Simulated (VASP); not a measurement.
**InAs (strained zincblende), PBE single-point calculation: Ansatz's output and VASP's**

```xyz
2
Lattice="0.0000 3.0546 2.9901 3.0546 0.0000 2.9901 3.0546 3.0546 0.0000" Properties=species:S:1:pos:R:3 pbc="T T T"
In    0.0000    0.0000    0.0000
As    1.5273    1.5273    1.4951
```

Ansatz printed

```
SCF 1 converged in 6 iterations: F = -10454.431056 eV  dr2 = 9.24e-9
  Residual-converged pass: ⟨swp⟩=1.0  Hψ=1298  notcnv=0  max |occ|·‖R‖ = 7.1e-9 eV (tolerance 1.0e-8 eV)  dr2=9.24e-9  dr2_onsite=2.78e-8  max |Δocc| = 2.3e-11
  greatest PAW one-centre occupation: 0.999 electrons in one spin orbital (limit 2), on the As atom at site 1 (counted from 0), in its partial waves of l = 2
NSCF: frozen V_eff on 6 k-points
SCF converged after 6 iterations
Free energy (F): -10454.431056 eV
Harris-Foulkes:  -10454.431056 eV  (|F-HF|=4.26e-10)
Internal energy: -10454.430993 eV  (E = F + TS)
E sigma→0 (E₀):  -10454.431024 eV
Entropy (-TS):   -0.000062 eV (-0.031 meV/atom)
Fermi energy:    7.747293 eV
--- Per-component energies (eV) ---
  E_band       = -314.619678
  E_kinetic    = 346.946284
  E_local      = -3287.217537  (includes V_loc(G=0)·N_el)
  E_nonlocal   = -303.288818
  E_hartree    = 1589.979473
  E_xc         = -294.605027
  E_vxc        = -178.718118  (∫ρ·V_xc dr)
  E_paw        = -5990.735830  (= ΣΔE_a)
  E_vpaw       = -72.305028  (= ΣTr[D̂ρ^β])
  E_aug_tail   = 0.000035  (compensation charges beyond the density's cutoff)
  E_ewald      = -2515.509573
  E_smearing   = -0.000062  (= −TS)
  E_closure    = 0.000000  (closes the sum)
  Σ components = -10454.431056   (vs F -10454.431056, Δ=0.00e0)
--- Forces (eV/Å), atoms counted from 1 ---
  atom   1  In     0.00000000     0.00000000    -0.00000000
  atom   2  As    -0.00000000     0.00000000     0.00000000
  max |Σ_I F_I| component: 1.53e-16 eV/Å
--- Stress (GPa, compression-positive) ---
        3.096663       0.000000       0.000000
       -0.000000       3.096663       0.000000
        0.000000       0.000000       3.717375
  P = ⅓ Tr σ = 3.3036 GPa (33.036 kbar)
--- Band table (eV; the first three rows and the last of 59) ---
  k-point 0: bands = ["-27.2347", "-27.2331", "-27.2331", "-27.2270", "-27.2251", "-6.6466", "-6.6466", "-6.6399", "-6.5240", "-6.5215", "-4.0787", "7.4752", "7.6907", "7.6907", "7.7885", "11.6119", "11.6535", "11.6535"]
  k-point 1: bands = ["-27.2347", "-27.2331", "-27.2330", "-27.2269", "-27.2251", "-6.6640", "-6.6409", "-6.6363", "-6.5244", "-6.5214", "-3.9200", "5.8334", "7.4957", "7.5741", "8.7957", "11.7575", "11.9237", "11.9317"]
  k-point 2: bands = ["-27.2347", "-27.2331", "-27.2330", "-27.2269", "-27.2251", "-6.7075", "-6.6285", "-6.6243", "-6.5238", "-6.5195", "-3.4858", "4.0471", "7.1101", "7.2151", "8.9467", "12.3222", "12.3528", "12.8761"]
  k-point 58: bands = ["-27.2352", "-27.2326", "-27.2326", "-27.2265", "-27.2252", "-6.8235", "-6.5659", "-6.5659", "-6.5640", "-6.4980", "-2.0690", "2.0151", "5.3597", "5.3597", "9.2283", "9.6673", "16.9372", "16.9372"]
```

The two codes use different PAW datasets and cutoffs. VASP's cell holds 18 valence electrons and Ansatz's 28. Ansatz's stress includes a Pulay correction; VASP's doesn't.

Q: What does VASP give for the same cell and level of theory?

A: gap between bands v and c 0.10 eV; least direct gap 0.10 eV; pressure 3.4 GPa.

From OUTCAR

```
k-points           NKPTS =     59   k-points in BZ     NKDIM =     59   number of bands    NBANDS=     16

   NELECT =      18.0000    total number of electrons

   dimension x,y,z NGX =    32 NGY =   32 NGZ =   32
   dimension x,y,z NGXF=    64 NGYF=   64 NGZF=   64

  energy-cutoff  :      520.00
  volume of cell :       55.80
      direct lattice vectors                 reciprocal lattice vectors
     0.000000000  3.054590508  2.990138648    -0.163688062  0.163688062  0.167216326
     3.054590508  0.000000000  2.990138648     0.163688062 -0.163688062  0.167216326
     3.054590508  3.054590508  0.000000000     0.163688062  0.163688062 -0.167216326

 k-points in reciprocal lattice and weights: KPOINTS created by Atomic Simulation Env
   0.00000000  0.00000000  0.00000000       0.002
   0.12500000  0.00000000  0.00000000       0.016
   0.25000000  0.00000000  0.00000000       0.016
   0.37500000  0.00000000  0.00000000       0.016
   0.50000000  0.00000000  0.00000000       0.008
   0.12500000  0.12500000  0.00000000       0.004
   0.25000000  0.12500000  0.00000000       0.016
   0.37500000  0.12500000  0.00000000       0.016
   ...

 E-fermi :   4.4378

 k-point     1 :       0.0000    0.0000    0.0000
  band No.  band energies     occupation
      1      -9.9619      2.00000
      2      -9.9619      2.00000
      3      -9.9546      2.00000
      4      -9.8394      2.00000
      5      -9.8362      2.00000
      6      -7.3857      2.00000
      7       4.1682      2.00000
      8       4.3812      1.88865
      9       4.3812      1.88865
     10       4.4791      0.22556
     11       8.2919      0.00000
     12       8.3336      0.00000
     13       8.3336      0.00000
     14      11.8912      0.00000
     15      13.8935      0.00000
     16      14.2307      0.00000

 k-point     2 :       0.1250    0.0000    0.0000
  band No.  band energies     occupation
      1      -9.9789      2.00000
      2      -9.9562      2.00000
      3      -9.9512      2.00000
      4      -9.8397      2.00000
      5      -9.8361      2.00000
      6      -7.2271      2.00000
      7       2.5234      2.00000
      8       4.1857      1.99999
      9       4.2641      1.99966
     10       5.4866      0.00000
     11       8.4394      0.00000
     12       8.6040      0.00000
     13       8.6122      0.00000
     14      12.7118      0.00000
     15      13.0862      0.00000
     16      13.3134      0.00000

 k-point     3 :       0.2500    0.0000    0.0000
  band No.  band energies     occupation
      1     -10.0220      2.00000
      2      -9.9439      2.00000
      3      -9.9394      2.00000
      4      -9.8391      2.00000
      5      -9.8341      2.00000
      6      -6.7928      2.00000
      7       0.7345      2.00000
      8       3.7994      2.00000
      9       3.9045      2.00000
     10       5.6346      0.00000
     11       9.0023      0.00000
     12       9.0330      0.00000
     13       9.5621      0.00000
     14      12.7230      0.00000
     15      12.9219      0.00000
     16      13.0582      0.00000

 k-point     4 :       0.3750    0.0000    0.0000
  band No.  band energies     occupation
      1     -10.0621      2.00000
      2      -9.9343      2.00000
      3      -9.9299      2.00000
      4      -9.8357      2.00000
      5      -9.8293      2.00000
      6      -6.2390      2.00000
      7      -0.7024      2.00000
      8       3.4869      2.00000
      9       3.6147      2.00000
     10       5.4358      0.00000
     11       9.0625      0.00000
     12       9.1789      0.00000
     13      10.9232      0.00000
     14      12.6302      0.00000
     15      13.8765      0.00000
     16      13.9318      0.00000

 k-point     5 :       0.5000    0.0000    0.0000
  band No.  band energies     occupation
      1     -10.0779      2.00000
      2      -9.9312      2.00000
      3      -9.9268      2.00000
      4      -9.8334      2.00000
      5      -9.8263      2.00000
      6      -5.9451      2.00000
      7      -1.3009      2.00000
      8       3.3719      2.00000
      9       3.5084      2.00000
     10       5.3450      0.00000
     11       9.0198      0.00000
     12       9.1590      0.00000
     13      11.2626      0.00000
     14      13.3955      0.00000
     15      15.0484      0.00000
     16      15.2130      0.00000

 k-point     6 :       0.1250    0.1250    0.0000
  band No.  band energies     occupation
      1      -9.9869      2.00000
      2      -9.9506      2.00000
      3      -9.9506      2.00000
      4      -9.8443      2.00000
      5      -9.8327      2.00000
      6      -7.1694      2.00000
      7       2.4871      2.00000
      8       3.8523      2.00000
      9       3.8523      2.00000
     10       6.1373      0.00000
     11       7.5928      0.00000
     12       9.0789      0.00000
     13       9.0789      0.00000
     14      12.2183      0.00000
     15      13.1741      0.00000
     16      14.0687      0.00000

 ...

  Total        1.1024390      1.1024390      1.3176766      0.0000000     -0.0000000      0.0000000
  in kB       31.6546738     31.6546738     37.8348572      0.0000000     -0.0000000      0.0000000
  external PRESSURE =      33.7147349 kB  Pullay stress =       0.0000000 kB

 POSITION                                       TOTAL-FORCE (eV/Angst)
 -----------------------------------------------------------------------------------
      0.00000      0.00000      0.00000         0.000000      0.000000     -0.000000
      1.52730      1.52730      1.49507        -0.000000     -0.000000      0.000000
 -----------------------------------------------------------------------------------
    total drift:                               -0.000000     -0.000000      0.000000

  FREE ENERGIE OF THE ION-ELECTRON SYSTEM (eV)
  ---------------------------------------------------
  free  energy   TOTEN  =        -7.6798000042 eV

  energy  without entropy=       -7.6797377957  energy(sigma->0) =       -7.67976890
```
